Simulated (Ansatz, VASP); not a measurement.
# ZnSe in VASP and in Ansatz

```
Zn Se
1.0
     0.00000    2.72000    2.72000
     2.72000    0.00000    2.72000
     2.72000    2.72000    0.00000
Zn Se
1 1
Direct
  0.00000 0.00000 0.00000
  0.50000 0.50000 0.50000
```

Measurements of this composition are mostly on another form, of space group No. 216.

Alike in both runs: task single point; functional PBE; k mesh 6 × 6 × 6; occupations gaussian, width 0.05 eV; no spin polarisation.

|  | VASP | Ansatz |
| --- | --- | --- |
| version | VASP 6.6.1 | Ansatz 0.2.0 |
| potentials or method | VASP PAW PBE potentials, release 64 (Zn, Se) | scalar-relativistic, plane waves, PAW |
| plane-wave cutoff (eV) | 520 | 420 |
| valence electrons in the cell | 18 | 28 |

|  | VASP | Ansatz | Ansatz less VASP |
| --- | --- | --- | --- |
| gap on the k mesh at the Fermi level (eV) | none | none | - |
| pressure (GPa) | -2.2 | -2.5 | -0.23 |

A gap of «none» marks a metal or a gap that the smearing closes. The two sets of potentials don't hold the same shells in valence.
